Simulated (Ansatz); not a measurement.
InAs (zincblende): gap against strain (epitaxial in the xy plane)

InAs built on the zincblende prototype, relaxed with r2SCAN in Ansatz 0.2.0, then strained (epitaxial in the xy plane; changes of length per length, axes as in the cell below) with the atoms relaxed again within the symmetry that is left. It is cubic, F-43m (No. 216); a = 6.109 Å in the conventional setting, 28.50 Å³ an atom. Around In lie 4 As at 2.65 Å; around As lie 4 In at 2.65 Å. Spin-unpolarised throughout; all numbers are computed.

```
In As
1.0
     0.00000    3.05459    3.05459
     3.05459    0.00000    3.05459
     3.05459    3.05459    0.00000
In As
1 1
Direct
  0.00000 0.00000 0.00000
  0.25000 0.25000 0.25000
```

Gaps are the least over each mesh (HSE06 6×6×6 when unstrained) and the special points, which keep their unstrained names.

```tsv
strain (%)	free normal strain (%)	gap, HSE06 (eV)	edges, HSE06
-4.0	+4.13	0.399	Γ
-3.0	+3.12	0.398	Γ
-2.0	+2.09	0.390	Γ
-1.0	+1.05	0.377	Γ
0.0	0.00	0.358	Γ
+1.0	-1.09	0.235	Γ
+1.5	-1.63	0.174	Γ
+2.0	-2.19	0.112	Γ
```

Between zero and the nearest strains the slope of the HSE06 gap against strain is -0.019 eV per percent for negative and -0.123 for positive strain.

Spin-orbit coupling is left out, which matters wherever the heavy atoms make up the band edges.

Gaps or overlaps of about a tenth of an eV are at the limit of these meshes: between the points read a gap can be smaller or closed.

The meshes of the hybrids are coarse, so their gaps aren't converged to the digits shown.
